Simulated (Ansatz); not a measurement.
# TaSi2P4 bilayer (AB) in a perpendicular field

Wanted: the out-of-plane response of the TaSi2P4 bilayer (AB). A positive field points along +c.

Method: plane-wave DFT, PBE-D3(BJ), Ansatz PAW, in the first sound run; inputs show where later runs differ, in Ansatz 0.2.0.

### Step 1. The structure

The cell holds 14 atoms: 8 P, 4 Si and 2 Ta. Its edges and angles: a = 3.480 Å, b = 3.480 Å, c = 72.392 Å, α = 90.0°, β = 90.0°, γ = 120.0°. Regions: layer 1: TaSi2P4, 7 atoms (4 P, 2 Si and 1 Ta); layer 2: TaSi2P4, 7 atoms (4 P, 2 Si and 1 Ta). Vacuum lies along c.

### Step 2. Relaxation

The starting cell is a guess, so the in-plane lattice and the atoms are relaxed first, with the slab cut off from its images along the normal.

input.yaml

```yaml
crystal:
  lattice:
    - [3.48, 0.0, 0.0]
    - [-1.74, 3.0137684052, 0.0]
    - [0.0, 0.0, 72.3918223183]
  atoms:
    - { symbol: P, position: [0.0, 0.0, 0.3570845321] }
    - { symbol: Si, position: [0.3333333333, 0.6666666667, 0.3659866114] }
    - { symbol: P, position: [0.3333333333, 0.6666666667, 0.3951335499] }
    - { symbol: Ta, position: [0.0, 0.0, 0.417491294], spin: 1.0 }
    - { symbol: P, position: [0.3333333333, 0.6666666667, 0.4398490382] }
    - { symbol: Si, position: [0.3333333333, 0.6666666667, 0.4689959768] }
    - { symbol: P, position: [0.0, 0.0, 0.477898056] }
    - { symbol: P, position: [0.3333333333, 0.6666666667, 0.522101944] }
    - { symbol: Si, position: [0.6666666667, 0.3333333333, 0.5310040232] }
    - { symbol: P, position: [0.6666666667, 0.3333333333, 0.5601509618] }
    - { symbol: Ta, position: [0.3333333333, 0.6666666667, 0.582508706], spin: 1.0 }
    - { symbol: P, position: [0.6666666667, 0.3333333333, 0.6048664501] }
    - { symbol: Si, position: [0.6666666667, 0.3333333333, 0.6340133886] }
    - { symbol: P, position: [0.3333333333, 0.6666666667, 0.6429154679] }
  periodic: [true, true, false]
magnetization:
  spin_polarized: true
kpoints:
  mp_grid: { grid: [12, 12, 1] }
hamiltonian:
  xc: pbe
  dispersion: d3bj
scf:
  occupations: { method: fermi_dirac, width: 0.05 }
  convergence: { dr2_threshold: 1.0e-09 }
relax:
  f_tol: 0.004
  max_steps: 90
  cell: {}
output:
  write_potential: true
  write_density: true
  volumetric_format: npy
```

Run with:

```console
ansatz run input.yaml --threads 4 --pin off --max-ram 12288MiB --backend cpu --events-out ev --progress --plain --runs-dir out
```

Numbers of over 12 decimals in the logs are rounded to 6 here.

Output:

```text
Warning: relax.cell: scf.convergence.dr2_threshold = 1e-9 eV is looser than the 1.48621857567e-10 eV advised for a relaxation that steers and ends on the stress (1e-10 eV for each atom of the cell: 14, times the square of relax.cell.stress_2d_tol = 0.05 N/m over 30.7 Å (the atoms' height at the walk's start and 5 Å past either face), 1.629e-2 GPa, over a crystal's default 0.05). What an SCF threshold leaves in a stress goes as its square root, and in the free energy as the threshold itself, and one threshold admits the most on a small cell: [figures from the program's tests cut] Set scf.convergence.dr2_threshold to 1.48621857567e-10 eV or tighter. [rest of the remark cut]
Engine: ansatz 0.2.0, aarch64-unknown-linux-gnu
Pseudopotentials: kind: paw
Pseudopotential: P, paw, valence charge 5, recommended cutoff 420 eV (normal), P.paw.azcp
Pseudopotential: Si, paw, valence charge 4, recommended cutoff 420 eV (normal), Si.paw.azcp
Pseudopotential: Ta, paw, valence charge 13, recommended cutoff 420 eV (normal), Ta.paw.azcp
Functional definition: PBE
  parameter kappa = 0.804
  parameter beta = 0.066725
  exchange = pbe_x(kappa = kappa, mu = beta*pi^2/3)
  correlation = pbe_c(beta = beta)
Crystal: 14 atoms, lattice volume = 759.239 Å³
Basis set: ecut = 420 eV, 14791 PW (Γ), exchange–correlation on 48×48×972 points (8 copies of the dense FFT grid, shifted against one another)
Bands: 56, of which v1, the nominal top of the filled ones, is band 41 counted from 1 (40 counted from 0)
Symmetry: 6 space group operations
Space group: P3m1 (ITA 156), of the structure as read, at distance tolerance 9.1e-5 Å
Magnetic group: BNS 156.49 (UNI 1279), of the structure as read, at distance tolerance 9.1e-5 Å
k-points: 19 of 144 (time reversal used)
Non-local potential: P, projectors of the file, l = 0: 2, l = 1: 2, l = 2: 2
Non-local potential: Si, projectors of the file, l = 0: 2, l = 1: 2, l = 2: 2
Non-local potential: Ta, projectors of the file, l = 0: 3, l = 1: 2, l = 2: 2, l = 3: 1
PAW form: soft (Blöchl's): semilocal exchange-correlation on the pseudo side does not see the compensation charge
PAW one-centre angular grid: P, 110 points (default); XC on 64 Gauss nodes
PAW one-centre angular grid: Si, 110 points (default); XC on 64 Gauss nodes
PAW one-centre angular grid: Ta, 590 points (default); XC on 64 Gauss nodes
Initial density: superposition of atomic densities (neutral atoms: chi_scale 0, normalization atom)
Starting moments: Σ|m| = 2 μB on 2 of 14 sites
Initial wavefunctions: pseudopotential atomic-orbital guess
Functional: x = pbe(κ = 0.804, μ = 0.219515), c = pbe(β = 0.066725)
SCF iter   1: F=—  HF=-28461.615091 eV  |F-HF|=—  |Δ(HF+E_count)|=         —  Δρ=1.66e-2 (↑1.66e-2 ↓1.55e-2)  dr2=9.81e0  dr2_m=7.19e-2  M=1.192 μB ∫|m|=1.385 μB  β_m=0.30  ethr=3.10e-3  ⟨swp⟩=14.3  Hψ=17174  notcnv=0  defer=16
Mixer restart at iter 1: flushing history
preconditioner: auto → LDOS  [metal: Δε(μ)=0.022 eV  Ē_g=8.678 eV  σ=0.050 eV  W_gap=0.11  n_scr=42 (ndim 8)  ℏωp=10.9 eV  f_vac=0.654  D(μ)=4.22/eV (n_scr^D=22)]
spin=Collinear: LDOS preconditioning applied to the charge; magnetization (m = ρ↑ − ρ↓) channel mixes plain (no charge-response kernel on spin).
SCF iter   2: F=—  HF=-28459.816079 eV  |F-HF|=—  |Δ(HF+E_count)|=    1.80e0  Δρ=1.11e-2 (↑1.11e-2 ↓1.02e-2)  dr2=3.44e0  dr2_m=4.16e-2  M=1.128 μB ∫|m|=1.298 μB  β_m=0.52  ethr=3.10e-3  ⟨swp⟩=4.1  Hψ=4450  notcnv=0  defer=281
SCF iter   3: F=—  HF=-28458.994023 eV  |F-HF|=—  |Δ(HF+E_count)|=   8.22e-1  Δρ=2.67e-3 (↑2.67e-3 ↓2.18e-3)  dr2=1.27e-1  dr2_m=7.86e-3  M=0.947 μB ∫|m|=1.061 μB  β_m=0.59  ethr=3.10e-3  ⟨swp⟩=4.2  Hψ=4718  notcnv=0  defer=281
SCF iter   4: F=—  HF=-28459.048115 eV  |F-HF|=—  |Δ(HF+E_count)|=         —  Δρ=1.60e-3 (↑1.60e-3 ↓1.40e-3)  dr2=1.60e-2  dr2_m=1.31e-2  M=0.591 μB ∫|m|=0.666 μB  β_m=0.59  ethr=1.54e-4  ⟨swp⟩=4.6  Hψ=5838  notcnv=0  defer=243
SCF iter   5: F=—  HF=-28459.054428 eV  |F-HF|=—  |Δ(HF+E_count)|=   6.31e-3  Δρ=9.66e-4 (↑9.66e-4 ↓9.28e-4)  dr2=8.76e-4  dr2_m=5.94e-3  M=0.464 μB ∫|m|=0.517 μB  β_m=0.79  ethr=1.95e-5  ⟨swp⟩=3.1  Hψ=4241  notcnv=0  defer=243
SCF iter   6: F=—  HF=-28459.061982 eV  |F-HF|=—  |Δ(HF+E_count)|=   7.55e-3  Δρ=4.62e-4 (↑4.62e-4 ↓4.62e-4)  dr2=1.60e-3  dr2_m=1.39e-3  M=0.259 μB ∫|m|=0.284 μB  β_m=0.84  ethr=1.07e-6  ⟨swp⟩=4.1  Hψ=5722  notcnv=0  defer=243
SCF iter   7: F=—  HF=-28459.064313 eV  |F-HF|=—  |Δ(HF+E_count)|=   2.33e-3  Δρ=2.12e-4 (↑1.90e-4 ↓2.12e-4)  dr2=2.93e-4  dr2_m=2.55e-4  M=0.124 μB ∫|m|=0.133 μB  β_m=0.91  ethr=1.07e-6  ⟨swp⟩=3.5  Hψ=4886  notcnv=0  defer=243
SCF iter   8: F=—  HF=-28459.065074 eV  |F-HF|=—  |Δ(HF+E_count)|=   7.61e-4  Δρ=5.65e-5 (↑5.61e-5 ↓5.65e-5)  dr2=6.00e-5  dr2_m=1.69e-5  M=0.035 μB ∫|m|=0.036 μB  β_m=0.91  ethr=3.57e-7  ⟨swp⟩=3.3  Hψ=5026  notcnv=0  defer=243
SCF iter   9: F=—  HF=-28459.065155 eV  |F-HF|=—  |Δ(HF+E_count)|=   8.06e-5  Δρ=2.30e-5 (↑2.30e-5 ↓2.15e-5)  dr2=2.50e-5  dr2_m=1.55e-6  M=0.010 μB ∫|m|=0.010 μB  β_m=0.80  ethr=7.31e-8  ⟨swp⟩=3.2  Hψ=4780  notcnv=0  defer=243
SCF iter  10: F=—  HF=-28459.065158 eV  |F-HF|=—  |Δ(HF+E_count)|=   3.16e-6  Δρ=7.94e-6 (↑7.94e-6 ↓7.77e-6)  dr2=1.46e-6  dr2_m=2.47e-7  M=0.003 μB ∫|m|=0.003 μB  β_m=0.87  ethr=3.05e-8  ⟨swp⟩=2.8  Hψ=4071  notcnv=0  defer=243
SCF iter  11: F=—  HF=-28459.065160 eV  |F-HF|=—  |Δ(HF+E_count)|=   1.71e-6  Δρ=3.00e-6 (↑2.28e-6 ↓3.00e-6)  dr2=1.34e-7  dr2_m=2.94e-8  M=0.000 μB ∫|m|=0.001 μB  β_m=0.88  ethr=1.78e-9  ⟨swp⟩=3.8  Hψ=5195  notcnv=0  defer=243
SCF iter  12: F=—  HF=-28459.065160 eV  |F-HF|=—  |Δ(HF+E_count)|=   2.31e-7  Δρ=8.78e-7 (↑8.78e-7 ↓7.03e-7)  dr2=2.14e-8  dr2_m=2.39e-9  M=-0.000 μB ∫|m|=0.000 μB  β_m=0.81  ethr=1.63e-10  ⟨swp⟩=3.3  Hψ=4695  notcnv=0  defer=243
SCF iter  13: F=—  HF=-28459.065160 eV  |F-HF|=—  |Δ(HF+E_count)|=   3.69e-8  Δρ=2.85e-7 (↑2.85e-7 ↓2.72e-7)  dr2=3.56e-9  dr2_m=3.16e-10  M=-0.000 μB ∫|m|=0.000 μB  β_m=0.76  ethr=2.61e-11  ⟨swp⟩=3.4  Hψ=4831  notcnv=0  defer=243
SCF iter  14: F=-28459.065160 eV  HF=-28459.065160 eV  |F-HF|=1.97e-9  |Δ(HF+E_count)|=   5.96e-9  Δρ=1.19e-7 (↑1.07e-7 ↓1.19e-7)  dr2=2.03e-10  dr2_m=6.74e-11  M=-0.000 μB ∫|m|=0.000 μB  ethr=1.22e-12  ⟨swp⟩=9.7  Hψ=18035  notcnv=0
[...]
iter 5 met the thresholds in force, and the SCF goes on: an eigenvalue changes by 0.11 meV, over its tolerance of 0.05 meV (output.eigenvalues, Limitations)
SCF iter   5: F=-28462.825514 eV  HF=-28462.825514 eV  |F-HF|=9.74e-8  |Δ(HF+E_count)|=   1.45e-6  Δρ=2.35e-8 (↑2.28e-8 ↓2.35e-8)  dr2=1.11e-11  dr2_m=5.32e-13  M=-0.000 μB ∫|m|=0.000 μB  β_m=1.00  ethr=1.00e-12  ⟨swp⟩=8.6  Hψ=13345  notcnv=0
Mixer restart at iter 5: flushing history
SCF iter   6: F=-28462.825514 eV  HF=-28462.825514 eV  |F-HF|=3.00e-8  |Δ(HF+E_count)|=   9.71e-8  Δρ=6.85e-8 (↑6.85e-8 ↓6.77e-8)  dr2=3.10e-8  dr2_m=2.81e-13  M=-0.000 μB ∫|m|=0.000 μB  β_m=1.00  ethr=1.00e-12  ⟨swp⟩=1.8  Hψ=2342  notcnv=0  κ⁻¹=1.0e0(r=1)
SCF iter   7: F=-28462.825514 eV  HF=-28462.825514 eV  |F-HF|=2.36e-10  |Δ(HF+E_count)|=  2.95e-10  Δρ=1.76e-8 (↑1.76e-8 ↓1.52e-8)  dr2=4.65e-10  dr2_m=2.62e-13  M=-0.000 μB ∫|m|=0.000 μB  β_m=1.00  ethr=1.00e-12  ⟨swp⟩=1.2  Hψ=2138  notcnv=0  κ⁻¹=7.8e-4(r=2)
SCF iter   8: F=-28462.825514 eV  HF=-28462.825514 eV  |F-HF|=3.57e-10  |Δ(HF+E_count)|=  2.91e-11  Δρ=1.91e-8 (↑1.62e-8 ↓1.91e-8)  dr2=3.32e-10  dr2_m=1.62e-13  M=-0.000 μB ∫|m|=0.000 μB  ethr=1.00e-12  ⟨swp⟩=8.0  Hψ=11873  notcnv=0
the starting moments were not kept: the SCF closed with an absolute magnetisation of 3.9e-6 μB, where they sum to 2 μB in size (2 sites). That is at most 0.1 of that sum. Measured as dr2_m measures the in/out step, that magnetisation stands 8.3e-13 eV from none, at or under the dr2_threshold of 1.0e-9 eV: it is no larger than a step whose dr2_m would equal this threshold.
SCF 8 converged in 8 iterations: F = -28462.825514 eV  dr2 = 3.32e-10
relax step   8: F+E_penalty+E_count = -28462.82551407 eV  Δ(F+E_penalty+E_count) = -2.215e-4 eV  max|allowed force component| = 3.452e-4 eV/Å  Δτ_max = 0.0000 Å  P = +0.004 N/m  Ω = 763.038 Å³  fix = [c, alpha, beta]  reactions: c +0.000 N/m  stress off target by 3.55e-3 N/m on what of the cell is left free  SCF on the basis re-selected at this cell (its energy is not comparable with the rows above)  (8 SCF iters)
basis re-selected at this cell: Δ(F+E_penalty+E_count) = -2.215e-4 eV, ΔP = +0.004 N/m vs the last step (what re-selecting the basis moved, of the pressure what is left beyond the Pulay correction that the steps carried, after the strain that the cell walked since its last selection, with what the two solves' SCF thresholds leave and, on support functions, any second-order correction that the steps lacked; it is no m [...]
WARN: The output density's exchange-correlation potential varies sharply where the density is thin. Do not read a vacuum level from v_tot or v_xc, or from such a field of the output density. On a cell that repeats whose density bears no net charge and no dipole along the vacuum's axis use v_es (v_loc + v_h of the components); under efield.dipole_correction with no amplitude use v_es + v_field, which holds any externa [...]
SCF converged after 8 iterations
an eigenvalue changed by more than its tolerance at an iteration that met the thresholds in force, so the SCF went on 2 times, its first undamped step at iteration 5: the last check found none over its tolerance
Magnetization: -0.0000 μB (41.0000 up, 41.0000 down)
Absolute magnetization: 0.0000 μB (∫|ρ↑−ρ↓|, with the PAW one-centre terms)
Spin contamination: 0.0000 ħ² per cell (⟨S²⟩ above its minimum at these occupations)
Per-site moments (μB) at R_I (Å): [(-1.4572276908077867e-8, 0.929789), (-3.106392654528299e-8, 0.923234), (3.6605305766953305e-8, 0.923234), (-8.207697400509198e-7, 1.029805), (4.280609563310563e-8, 0.922506), (-2.9675758988862235e-8, 0.922506), (-7.028384119706689e-9, 0.929758), (-5.72501497707907e-9, 0.929215), (-2.594941172785027e-8, 0.923566), (3.8723489046595483e-8, 0.923566), (-7.279555384009846e-7, 1.029845), (3.551347705324311e-8, 0.923219), (-2.6666174759676323e-8, 0.923219), (-1.1273348120465937e-8, 0.929813)]
Free energy (F): -28462.825514 eV
Harris-Foulkes:  -28462.825514 eV  (|F-HF|=3.57e-10)
Internal energy: -28462.788239 eV  (E = F + TS)
E sigma→0 (E₀):  -28462.806877 eV
Entropy (-TS):   -0.037275 eV (-2.662 meV/atom)
Fermi energy:    -5.412443 eV
--- Per-component energies (eV) ---
  E_band       = -1464.857972
  E_kinetic    = 1467.325541
  E_local      = -593018.163126  (includes V_loc(G=0)·N_el)
  E_nonlocal   = 404.165315
  E_hartree    = 295533.370800
  E_xc         = -1154.559925
  E_vxc        = -1087.571165  (∫ρ·V_xc dr)
  E_paw        = -23399.985693  (= ΣΔE_a)
  E_vpaw       = -297.359565  (= ΣTr[D̂ρ^β])
  E_aug_tail   = 0.000362  (compensation charges beyond the density's cutoff)
  E_ewald      = 291710.312220
  E_disp       = -5.253732  (pairwise vdW)
  E_smearing   = -0.037275  (= −TS)
  E_closure    = -0.000000  (closes the sum)
  Σ components = -28462.825514   (vs F -28462.825514, Δ=0.00e0)
--- Forces (eV/Å), atoms counted from 1 ---
  atom   1  P      0.00000000     0.00000000     0.00024321
  atom   2  Si    -0.00000000    -0.00000000    -0.00016795
  atom   3  P     -0.00000000     0.00000000    -0.00021699
  atom   4  Ta    -0.00000000     0.00000000     0.00020118
  atom   5  P      0.00000000     0.00000000    -0.00011229
  atom   6  Si    -0.00000000    -0.00000000     0.00034523
  atom   7  P      0.00000000     0.00000000    -0.00028303
  atom   8  P      0.00000000     0.00000000     0.00003121
  atom   9  Si     0.00000000    -0.00000000    -0.00012187
  atom  10  P      0.00000000     0.00000000     0.00010342
  atom  11  Ta    -0.00000000     0.00000000    -0.00013601
  atom  12  P      0.00000000     0.00000000     0.00015017
  atom  13  Si    -0.00000000    -0.00000000     0.00019181
  atom  14  P      0.00000000     0.00000000    -0.00022701
  max |Σ_I F_I| component: 1.06e-6 eV/Å
--- 2D stress c σ (N/m, compression-positive) ---
        0.003554      -0.000000      -0.000000
       -0.000000       0.003554      -0.000000
       -0.000000      -0.000000       0.000000
  P = ½ c Tr σ = 0.0036 N/m
--- Band table (eV; the first three rows and the last of 38) ---
  k-point 0 ↑: bands = [... 37 lower, -5.8210, -5.8093, -5.8093, -5.1798, -4.7372, -2.5425, -2.5425, -2.4849, ... 11 higher]
  k-point 1 ↑: bands = [... 37 lower, -5.9540, -5.9426, -5.8564, -5.1339, -4.8147, -2.7120, -2.6623, -2.6218, ... 11 higher]
  k-point 2 ↑: bands = [... 37 lower, -6.3065, -6.2986, -6.0536, -5.2300, -5.1208, -3.1905, -3.0240, -3.0093, ... 11 higher]
  k-point 18 ↓: bands = [... 37 lower, -7.0453, -6.2354, -6.2199, -4.6019, -4.5609, -3.7127, -3.4653, -3.4361, ... 11 higher]
  the weakly bound empty levels are not read free of the cell's end (no_gap_told)
--- Relaxed structure (7 steps of the walk, 7 accepted, 1 SCFs on fresh bases) ---
  F+E_penalty+E_count = -28462.82551407 eV   max|allowed force component| = 3.452e-4 eV/Å   (the final SCF, on the basis selected at the relaxed cell)
  cell:  # Å, volume = 763.0383 Å³
    - [3.488696, 0.0, 0]
    - [-1.744348, 3.021299, 0]
    - [0, 0, 72.3918223183]
  atoms:
    - { symbol: P, position: [3.0911774834423674e-17, -7.552537548908391e-19, 0.349692] }
    - { symbol: Si, position: [0.333333, 0.666667, 0.363668] }
    - { symbol: P, position: [0.333333, 0.666667, 0.394585] }
    - { symbol: Ta, position: [3.852222794596446e-17, -7.552537548908386e-19, 0.415041] }
    - { symbol: P, position: [0.333333, 0.666667, 0.435416] }
    - { symbol: Si, position: [0.333333, 0.666667, 0.466309] }
    - { symbol: P, position: [4.596582521120981e-17, -7.552537548908395e-19, 0.480283] }
    - { symbol: P, position: [0.333333, 0.666667, 0.519729] }
    - { symbol: Si, position: [0.666667, 0.333333, 0.533663] }
    - { symbol: P, position: [0.666667, 0.333333, 0.564591] }
    - { symbol: Ta, position: [0.333333, 0.666667, 0.584968] }
    - { symbol: P, position: [0.666667, 0.333333, 0.605415] }
    - { symbol: Si, position: [0.666667, 0.333333, 0.636331] }
    - { symbol: P, position: [0.333333, 0.666667, 0.650309] }
```

Elapsed: 9.9 min, on 4 threads of Arm Neoverse V1, shared host; peak memory 2.2 GiB; 39 min of CPU time.

Relaxation path:

| step | energy less that of the first step (eV) | largest force component (eV/Å) | volume (Å³) |
| --- | --- | --- | --- |
| 1 | 0.0000 | 3.7633 | 759.24 |
| 2 | -3.4215 | 1.0638 | 757.31 |
| 3 | -3.7044 | 0.2586 | 754.59 |
| 4 | -3.7580 | 0.1242 | 764.89 |
| 5 | -3.7600 | 0.0460 | 762.84 |
| 6 | -3.7601 | 0.0042 | 763.01 |
| 7 | -3.7601 | 0.0003 | 763.04 |
| 8* | -3.7604 | 0.0003 | 763.04 |

Relaxation steps marked * repeat the geometry before them on a plane-wave basis chosen anew for their cell, so energy and pressure can jump there.

Forces are held to the 6 operations that the run works with; a distortion that breaks them can't arise in this run.

| cell as run | before | after | change |
| --- | --- | --- | --- |
| a (Å) | 3.480 | 3.489 | +0.2 % |
| b (Å) | 3.480 | 3.489 | +0.2 % |

The atoms that moved most (Å, along periodic axes as changes of fractional coordinates times the final cell, across vacuum about the mean position):

| atom | dx | dy | dz | length |
| --- | --- | --- | --- | --- |
| P14 | 0.000 | 0.000 | 0.535 | 0.535 |
| P1 | 0.000 | 0.000 | -0.535 | 0.535 |
| P10 | 0.000 | 0.000 | 0.321 | 0.321 |
| P5 | 0.000 | 0.000 | -0.321 | 0.321 |
| Si6 | 0.000 | 0.000 | -0.195 | 0.195 |
| Si9 | 0.000 | 0.000 | 0.192 | 0.192 |
| Ta11 | 0.000 | 0.000 | 0.178 | 0.178 |
| Ta4 | 0.000 | 0.000 | -0.177 | 0.177 |

Numbers from this step:

```yaml
energy_at_zero_smearing: -28462.8069 eV
```

The lattice constant a goes from 3.480 to 3.489 Å.

[end of part 1 of 3]

[Logs are printed without paths, hosts, clocks, repeated set-up lines and the standing remarks that a program may print on its own settings, such as how far it seeks lower states.]

[Hosts, paths, dates, database ids (printed as entryN), source tags and the programs' standing remarks are cut or masked in the printed files.]

[Maps of the electrostatic potential energy from Ansatz leave out the sawtooth potential of an applied field or a dipole correction, so their vacuum need not be flat; planar profiles and work functions include it.]
